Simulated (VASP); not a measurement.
Crystal: ZnS.

```xyz
4
Lattice="3.8000 0.0000 0.0000 -1.9000 3.2909 0.0000 0.0000 0.0000 6.2300" Properties=species:S:1:pos:R:3 pbc="T T T"
Zn    0.0000    2.1939    0.0000
Zn    1.9000    1.0970    3.1150
S     0.0000    2.1939    2.3487
S     1.9000    1.0970    5.4637
```

The cell was built by a generator and needn't be a form met in nature.

| Item | Value |
| --- | --- |
| Program | VASP 6.6.1 |
| Task | relaxation of cell and atoms |
| Functional | PBEsol |
| Dispersion | D4 |
| Potentials or basis | VASP PAW PBE potentials, release 64 (Zn, S) |
| Cutoff | 600 eV |
| k mesh | 9 × 9 × 6 |
| Occupations | gaussian, width 0.02 eV |
| Spin | no spin polarisation |

At the start: pressure -2.3 GPa; volume 19.48 Å³/atom.

Task: Where does the relaxation end?

Result: Over 14 steps the energy falls by 4.2 meV/atom and the volume is 18.93 Å³/atom (-2.8 %); space group P6_3mc (No. 186, to 0.05 Å).

Step by step:
| step | energy change (eV) | largest force (eV/Å) | pressure (GPa) | volume (Å³) |
| --- | --- | --- | --- | --- |
| 1 | 0.0000 | 0.0877 | -2.26 | 77.91 |
| 2 | -0.0139 | 0.0296 | 1.00 | 74.85 |
| 3 | -0.0164 | 0.0489 | -0.01 | 75.71 |
| 4 | -0.0164 | 0.0478 | 0.07 | 75.66 |
| 5 | -0.0167 | 0.0196 | 0.05 | 75.69 |
| 6 | -0.0168 | 0.0000 | 0.04 | 75.70 |
| 7 | -0.0169 | 0.0033 | -0.04 | 75.76 |
| 8 | -0.0170 | 0.0044 | -0.08 | 75.79 |
| 9 | -0.0170 | 0.0031 | 0.03 | 75.68 |
| 10 | -0.0170 | 0.0040 | 0.01 | 75.70 |
| 11 | -0.0170 | 0.0038 | 0.00 | 75.71 |
| 12 | -0.0170 | 0.0034 | -0.01 | 75.71 |
| 13 | -0.0170 | 0.0032 | 0.00 | 75.71 |
| 14 | -0.0170 | 0.0001 | -0.01 | 75.70 |

Final structure:
```
Zn S
1.0
     3.76191    0.00000    0.00000
    -1.88095    3.25791    0.00000
     0.00000    0.00000    6.17676
Zn S
2 2
Direct
  0.33333 0.66667 0.00148
  0.66667 0.33333 0.50148
  0.33333 0.66667 0.37552
  0.66667 0.33333 0.87552
```

Caveat: the PAW data sets were made with another functional, which shifts forces and pressure a little.
